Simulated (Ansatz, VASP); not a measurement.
**Te2Mo in VASP and in Ansatz**

```
Te Mo
1.0
     3.49637    0.00000    0.00000
    -1.74819    3.02795    0.00000
     0.00000    0.00000   13.70174
Te Mo
4 2
Direct
  0.33333 0.66667 0.61735
  0.66667 0.33333 0.11735
  0.33333 0.66667 0.88265
  0.66667 0.33333 0.38265
  0.33333 0.66667 0.25000
  0.66667 0.33333 0.75000
```

Alike in both runs: task relaxation of cell and atoms; functional PBEsol; k mesh 9 × 9 × 2; occupations gaussian, width 0.02 eV; no spin polarisation.

```csv
,VASP,Ansatz
version,VASP 6.6.1,Ansatz 0.2.0
potentials or method,"VASP PAW PBE potentials, release 64 (Te, Mo_sv)","scalar-relativistic, plane waves, PAW"
plane-wave cutoff (eV),600,420
valence electrons in the cell,52,92
```

Ansatz gave:

* gap on the k mesh at the Fermi level, each at its own relaxed structure (eV): 0.80
* relaxed volume (Å³/atom): 24.69
* relaxed cell length with the largest relative difference (Å): 14.010
* energy change over the relaxation (meV/atom): -3

Estimate VASP's values.

gap on the k mesh at the Fermi level, each at its own relaxed structure (eV): 0.78; relaxed volume (Å³/atom): 24.67; relaxed cell length with the largest relative difference (Å): 13.998; energy change over the relaxation (meV/atom): -3.

The two sets of potentials don't hold the same shells in valence.

Caveats: the PAW data sets were made with another functional, which shifts forces and pressure a little (VASP); spin-orbit coupling is left out, which moves the levels of the heavy elements; an odd mesh through Γ misses points on the zone boundary, where band edges often lie; this functional lacks dispersion, which binds the layers, so the pressure and a relaxed spacing across them are unreliable. Zero-point motion and thermal expansion aren't in these numbers.
